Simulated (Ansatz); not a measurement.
Reaction (cleavage of the Al–Ge bond): `[CH3][Ge]([F])([F])[AlH2]` + `N=C(N)O` → `N=C(O)[NH][AlH2]` + `[CH3][GeH]([F])[F]`

Computed with Ansatz on PBE0-D4/def2-TZVP structures; ΔE is electronic, products minus reactants. CCSD(T)/CBS is the MP2 limit (def2-TZVPP, def2-QZVPP) plus CCSD(T) − MP2 in def2-TZVPP, frozen cores. DFT in def2-TZVPP. For Ge outer-core shells are correlated without core-valence functions, which leaves a few kJ/mol of doubt a bond. Scalar relativity is left out up to krypton. One conformer a species, not always the lowest.

`[CH3][Ge]([F])([F])[AlH2]`:

Cartesian coordinates in Å:
```
C -1.679 -0.326 -0.479
Ge -0.007 0.563 -0.068
F 0.381 1.491 -1.501
F -0.421 1.793 1.107
Al 2.138 -0.478 0.714
H -2.403 0.430 -0.787
H -1.539 -1.043 -1.290
H -2.057 -0.850 0.400
H 2.210 -2.047 0.922
H 3.376 0.467 0.981
```

`N=C(N)O`:

Z-matrix (Å, degrees):
```
C
N 1 1.363
O 1 1.359 2 109.6
N 1 1.268 2 122.3 3 178.4
H 2 1.004 1 117.1 3 24.2
H 2 1.004 1 114.8 3 167.0
H 3 0.961 1 108.5 2 -180.0
H 4 1.014 1 112.8 2 -175.5
```

`N=C(O)[NH][AlH2]`:

Z-matrix (Å, degrees):
```
C
O 1 1.349
N 1 1.377 2 111.0
N 1 1.268 2 119.3 3 180.0
H 2 0.965 1 105.4 3 180.0
Al 3 1.793 1 129.0 2 179.9
H 3 1.011 1 111.1 2 -0.0
H 4 1.014 1 112.5 2 180.0
H 6 1.578 3 118.4 1 0.0
H 6 1.577 3 115.3 1 -180.0
```

`[CH3][GeH]([F])[F]`:

Z-matrix (Å, degrees):
```
C
Ge 1 1.922
H 1 1.090 2 110.1
H 1 1.090 2 110.1 3 120.5
H 1 1.090 2 108.9 3 -119.7
F 2 1.731 1 108.5 3 175.9
F 2 1.731 1 108.5 3 63.3
H 2 1.531 1 120.4 3 -60.4
```

**Question.** Is it downhill or uphill in electronic energy at CCSD(T)/CBS, and by how much? (Best estimate.)

**Answer.** The calculation gave: Downhill: ΔE = -89.2 kJ/mol.

**Question.** What do these levels give: PBE-D4, PBE0-D4, ωB97M-V, PBE, r2SCAN, MP2/def2-TZVPP, SCS-MP2/def2-TZVPP, CCSD/def2-TZVPP, MP2/def2-QZVPP, SCS-MP2/def2-QZVPP, MP2/CBS(def2), CCSD/CBS(def2)? (Best estimate.)

**Answer.** Computed: PBE-D4 -70.5, PBE0-D4 -76.3, ωB97M-V -88.1, PBE -69.2, r2SCAN -85.0, MP2/def2-TZVPP -98.0, SCS-MP2/def2-TZVPP -96.8, CCSD/def2-TZVPP -92.1, MP2/def2-QZVPP -96.7, SCS-MP2/def2-QZVPP -96.2, MP2/CBS(def2) -94.9, CCSD/CBS(def2) -89.0 kJ/mol.

Largest T1 diagnostic among the species: 0.014.

From PBE to PBE0 (25 % exact exchange), in def2-TZVPP and without D4, ΔE moves by −6.2 kJ/mol.
